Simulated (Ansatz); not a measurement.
# TiO2: the cost of one run

Computed with Ansatz 0.2.0 (DFT PBE+D3(BJ), scalar-relativistic, plane waves, PAW, unless a step's input says otherwise).

3 further runs of the same task are left out: 1 for a known fault of the program, 1 that didn't finish, 1 set aside as unsound or not needed.

## Step 1: Starting point

It takes space group R-3m (No. 166, trigonal). Conventional cell: a = 2.972 Å, b = 2.972 Å, c = 14.608 Å, α = 90.00°, β = 90.00°, γ = 120.00°. Ti (site symmetry -3m) is surrounded by 6 O at 1.97 Å. O (site symmetry 3m) has 3 Ti at 1.97 Å as nearest neighbours.

As a file:

```
CELL_PARAMETERS angstrom
1.48620 0.85806 4.86926
-1.48620 0.85806 4.86926
0.00000 -1.71612 4.86926
ATOMIC_POSITIONS crystal
Ti 0.00000 0.00000 0.00000
O 0.60041 0.60041 0.60041
O 0.39959 0.39959 0.39959
```

It goes back to an entry of the Materials Project, which need not be the stable form.

This cell was relaxed beforehand with the same method: volume 12.42 Å³/atom, gap on the mesh 2.46 eV.

## Step 2: The grid

The energy is mapped over a normal mode and a strain (zone-centre modes of the cell shown) (x along [1 0 0], y along [1 2 0], z along [0 0 1] of the conventional cell).

- amplitude of mode 4 (144 cm⁻¹), largest displacement in the unstrained cell: 5 values from −0.171 to 0.171 Å
- normal strain along x: 5 values from −7.0 to 7.0 %

Nothing else is relaxed (the pattern is fixed in fractional coordinates). Energies count from the relaxed high-symmetry cell. Points are written as (first, second).

The modes come from a phonon run on the reference cell, made beforehand.

The patterns, per unit of each coordinate (Å):

```
atom      x1     y1     z1
 Ti1  -0.668  0.000  0.000
  O2   1.000  0.000  0.000
  O3   1.000  0.000  0.000
```

## Step 3: Grid point (0.000 Å, −7.0 %)

input.yaml

```yaml
crystal:
  lattice:
    - [1.382168184, 0.8580593258, 4.8692561771]
    - [-1.382168184, 0.8580593258, 4.8692561771]
    - [0.0, -1.716118652, 4.869256177]
  atoms:
    - { symbol: Ti, position: [0.0, 0.0, 0.0] }
    - { symbol: O, position: [0.6004139744, 0.6004139744, 0.6004139744] }
    - { symbol: O, position: [0.3995860256, 0.3995860256, 0.3995860256] }
basis:
  ecutwfc: 520.0
kpoints:
  mp_grid: { grid: [12, 12, 12] }
hamiltonian:
  xc: pbe
  pseudopotentials: { kind: paw, azcp: { folder: soft_1 } }
  dispersion: d3bj
scf:
  occupations: { method: gaussian, width: 0.05 }
output:
  forces: true
  stress: true
  eigenvalues: true
```

Run with:

```bash
$ ansatz run input.yaml --threads 1 --pin off --max-ram 2048MiB --backend cpu --events-out ev --progress --plain --runs-dir out
```

**Question.** How long does this run take on 1 thread of Arm Neoverse N1, shared host, and how much memory does it need?

About 37 s, with a peak of 0.54 GiB.
